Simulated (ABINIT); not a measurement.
Here is an ABINIT 10.8.3 (patched build) calculation.

File run.abi:

```
# Pseudopotentials
pp_dirpath "./"
pseudos "Hf.LDA_PW-JTH.xml, C.LDA_PW-JTH.xml"

# Structure
acell 3*1.0
rprim
    -2.6393298903     4.7189872477     3.4909604797
     2.6393298903    -4.7189872477     3.4909604797
     2.6393298903     4.7189872477    -3.4909604797
ntypat 2
znucl 72 6
natom 2
typat 1 2
xred
     0.9847118300     0.9847118300     0.0000000000
     0.6794548300     0.1794548300     0.5000000000
chkprim 0
chksymtnons 0
tolsym 1.0e-6

# Plane-wave basis
ecut 19.0
pawecutdg 38.0
pawovlp 30

# k points
kptopt 1
ngkpt 9 9 9
nshiftk 1
shiftk 0.0 0.0 0.0

# Exchange and correlation
ixc 7

# Bands and occupations
nband 12
occopt 3
tsmear 0.00183747

# SCF cycle
nstep 100
tolvrs 1.0e-9

# Output
iomode 3
prtwf 0
prtden 0
prteig 0
prtebands 0
```

Potentials or basis: JTH PAW LDA v2.0.

Command:

```sh
$ abinit run.abi > log 2>&1
```

Problem. Predict the band gap on the k mesh.

Solution. 0.47 eV, indirect (least direct gap 0.95 eV).

Problem. Predict the pressure.

Solution. 55.4 GPa.

Problem. What does it give for the largest force?

Solution. 11.163 eV/Å.

Stress tensor (GPa, compression positive):
```
152.08   0.00   0.00
  0.00 -32.85   0.00
  0.00   0.00  46.83
```

Caveat: a pressure of tens of GPa on the cell as given is suspect, and the run, the potentials or the cell itself is likely at fault; spin-orbit coupling is left out, which moves the levels of the heavy elements; an odd mesh through Γ misses points on the zone boundary, where band edges often lie; forces of over 1 eV/Å show positions far from the minimum, so gaps and moduli don't describe the material at rest; the atomic spheres overlap.
